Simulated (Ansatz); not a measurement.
# AgBr: the cell at several levels of theory

The task here is to estimate one member of a computed series from the others.

The runs shown are made with Ansatz 0.2.0. PAW datasets, plane waves, zero pressure. Computed at 0 K without zero-point motion; spin polarisation is off.

## The system as given

This is the cell as the run starts from it, not yet at rest; its lengths are not the crystal's.

It is cubic, Fm-3m (No. 225); a = 5.473 Å in the conventional setting, 20.49 Å³ an atom. Around Ag lie 6 Br at 2.74 Å; around Br lie 6 Ag at 2.74 Å.

Coordinates:

```cif
data_structure
_symmetry_space_group_name_H-M 'Fm-3m'
_symmetry_Int_Tables_number 225
_cell_length_a 5.4726
_cell_length_b 5.4726
_cell_length_c 5.4726
_cell_angle_alpha 90.000
_cell_angle_beta 90.000
_cell_angle_gamma 90.000
_cell_volume 163.90
loop_
_atom_site_label
_atom_site_type_symbol
_atom_site_symmetry_multiplicity
_atom_site_Wyckoff_symbol
_atom_site_fract_x
_atom_site_fract_y
_atom_site_fract_z
_atom_site_occupancy
Ag1 Ag 4 a 0.00000 0.00000 0.00000 1
Br1 Br 4 b 0.50000 0.00000 0.00000 1
```

Set-up of the first run:

The input, input.yaml:

```yaml
crystal:
  lattice:
    - [0.0, 2.736311, 2.736311]
    - [2.736311, 0.0, 2.736311]
    - [2.736311, 2.736311, 0.0]
  atoms:
    - { symbol: Ag, position: [0.0, 0.0, 0.0] }
    - { symbol: Br, position: [0.5, 0.5, 0.5] }
kpoints:
  mp_grid: { grid: [8, 8, 8] }
hamiltonian:
  xc: pbe
scf:
  occupations: { method: fermi_dirac, width: 0.02 }
relax:
  f_tol: 0.005
  cell: {}
output:
  write_density: true
  write_potential: true
  elf: true
  volumetric_format: npy
```

Command:

```
ansatz run input.yaml --threads 4 --pin off --max-ram 7372MiB --backend cpu --events-out ev --progress --plain --runs-dir out
```

Among the steps run: Relaxation with PBE; Relaxing with r2SCAN; Relaxation with PBEsol; LDA: cell and atoms; HSE06: cell and atoms.

One of the session's tables, all rows but one given; the rest of the session is left out.

It belongs to the step «The cells side by side». 

```
 level  a (Å)  volume (Å³/atom)
   PBE  5.840            24.898
r2SCAN      ?                 ?
PBEsol  5.674            22.835
   LDA  5.584            21.767
 HSE06  5.830            24.775
```

Estimate the missing values for r2SCAN.

**Answer.** a (Å): 5.785; volume (Å³/atom): 24.206. In the column «a (Å)» it lies between PBEsol (5.674) and HSE06 (5.830).

What this shows: The first relaxation changed the volume by +21.5 % from the start. The volume runs from LDA (least) to PBE (most), a spread of 14.4 %, or 4.6 % in length if all axes shared it alike. The meshes differ: PBE 8×8×8, r2SCAN 8×8×8, PBEsol 8×8×8, LDA 8×8×8, HSE06 6×6×6.
